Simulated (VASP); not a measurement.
Wanted: the native input for a VASP 6.6.1 run.

```yaml
Task: single point
Functional: PBEsol
Potentials_or_basis: VASP PAW PBE potentials, release 64 (Hg_sv_GW, Se_GW)
Cutoff: 550 eV
k_mesh: 8 × 8 × 8
Occupations: gaussian, width 0.05 eV
Spin: no spin polarisation
Further_INCAR_settings: ALGO = Normal; EDIFF = 1e-07
```

The structure of HgSe lies in POSCAR:

```
HgSe
1.0
    0.0000000000      3.0390000000      3.0390000000
    3.0390000000      0.0000000000      3.0390000000
    3.0390000000      3.0390000000      0.0000000000
Hg Se
1 1
Cartesian
    0.0000000000      0.0000000000      0.0000000000
    4.5585000000      4.5585000000      4.5585000000
```

These files were run (other wordings do the same):

INCAR

```
SYSTEM = HgSe
PREC = Accurate ; ENCUT = 550
EDIFF = 1E-7 ; ISMEAR = 0
SIGMA = 0.05 ; LREAL = .FALSE.
LASPH = .TRUE. ; NELM = 80
ALGO = Normal ; ISIF = 2
LWAVE = .FALSE. ; LCHARG = .TRUE.
GGA = PS ; LELF = .TRUE.
LVHAR = .TRUE.
```

KPOINTS

```
regular mesh
0
G
  8 8 8
  0 0 0
```

Potentials or basis: VASP PAW PBE potentials, release 64 (Hg_sv_GW, Se_GW).

Run with:

```console
$ cat potpaw_PBE.64/Hg_sv_GW/POTCAR potpaw_PBE.64/Se_GW/POTCAR > POTCAR
$ mpirun -np 1 vasp_std > vasp.out
```

Results of the run:

```
Pressure               : 1.4 GPa
Band gap on the k mesh : none (metal or under the smearing width)
```

Caveat: the PAW data sets were made with another functional, which shifts forces and pressure a little.

Wall time 59 s on 1 thread of Intel(R) Xeon(R) Platinum 8375C CPU @ 2.90GHz (Ice Lake) (shared host), peak memory 0.23 GiB.
